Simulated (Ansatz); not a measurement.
MnO2:

```
CELL_PARAMETERS angstrom
2.85658 0.00000 0.00000
-1.42829 2.47387 0.00000
0.00000 0.00000 4.60137
ATOMIC_POSITIONS crystal
Mn 0.00000 0.00000 0.50000
O 0.33333 0.66667 0.70629
O 0.66667 0.33333 0.29371
```

Measurements of this composition are mostly on another form, of space group No. 136.

| Item | Value |
| --- | --- |
| Program | Ansatz 0.2.0 |
| Task | relaxation of cell and atoms |
| Functional | RPBE |
| Dispersion | D4 |
| Potentials or basis | Ansatz PAW |
| Cutoff | 420 eV (not typed: the program's choice for these potentials) |
| k mesh | 11 × 11 × 6 |
| Occupations | fermi-dirac, width 0.05 eV |
| Spin | collinear spin, ferromagnetic start |
| Starting moments | [4.0, 0.0, 0.0] μB |

At the start: volume 10.84 Å³/atom.

How do energy, volume and symmetry change on relaxing?

It ends after 9 steps and the volume is 10.61 Å³/atom (-2.1 %); space group P-3m1 (No. 164, to 0.05 Å); moment 3.00 μB per cell.

Step by step:
```csv
step,energy change (eV),largest force (eV/Å),volume (Å³)
1,0.0000,0.3707,32.52
2,-0.0121,0.1537,31.92
3,-0.0140,0.0234,31.98
4,-0.0139,0.0026,32.02
5,-0.0123,0.0030,32.02
6,-0.0132,0.0016,31.86
7,-0.0125,0.0015,31.86
8,-0.0126,0.0001,31.84
9,-0.0125,0.0002,31.84
```

Final structure:
```yaml
crystal:
  lattice:
    - [2.87298, 0.00000, 0.00000]
    - [-1.43649, 2.48808, 0.00000]
    - [0.00000, 0.00000, 4.45443]
  atoms:
    - { symbol: Mn, position: [0.00000, 0.00000, 0.50000] }
    - { symbol: O, position: [0.33333, 0.66667, 0.71518] }
    - { symbol: O, position: [0.66667, 0.33333, 0.28482] }
```

Caveat: the plane-wave basis is chosen anew once the cell has moved, so the energies of steps on either side of that aren't comparable; the pressure holds a Pulay correction of +0.7 GPa for the finite cutoff; a cell with one magnetic atom can't hold antiferromagnetic order, which such compounds often take; the PAW data sets come from PBE, with cores solved anew for the run's functional, which leaves a small shift of forces and pressure.
